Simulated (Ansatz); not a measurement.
Input and command of a plane-wave DFT calculation in Ansatz:

```yaml
crystal:
  lattice:
    - [-2.458910253, 0.0, 0.0]
    - [-1.2294551265, -2.1294787447, 0.0]
    - [-0.6147275632, -1.0647393724, 10.7943044874]
  atoms:
    - { symbol: C, position: [0.6666666667, 0.583355199, 0.1666229354] }
    - { symbol: C, position: [1.0, -0.416644801, 0.833289602] }
    - { symbol: C, position: [0.3333333333, 0.083355199, 0.4999562687] }
    - { symbol: C, position: [0.6666666667, 0.249994801, 0.8333437313] }
    - { symbol: C, position: [1.0, 0.749994801, 0.500010398] }
    - { symbol: C, position: [0.3333333333, 0.249994801, 0.1666770646] }
basis:
  ecutwfc: 420
kpoints:
  mp_grid: { grid: [15, 15, 3] }
hamiltonian:
  xc: pbesol
scf:
  occupations: { method: gaussian, width: 0.05 }
output:
  forces: true
  stress: true
  eigenvalues: true
```

```bash
ansatz run input.yaml --threads 2 --pin off --max-ram 5120MiB --backend cpu --events-out ev --progress --plain --runs-dir out
```

Processor: Arm Neoverse V2, 2 threads, on a host shared with other jobs.

Task: How long does it run, and how much memory does it take?

Result: About 6.8 s on 2 threads of Arm Neoverse V2, with other jobs on the host, peak memory 0.51 GiB. It solves 18 bands at 338 k points (the mesh reduced by the symmetry that the task leaves, which can be less than the crystal's) with about 1071 plane waves, in 6 SCF iterations.
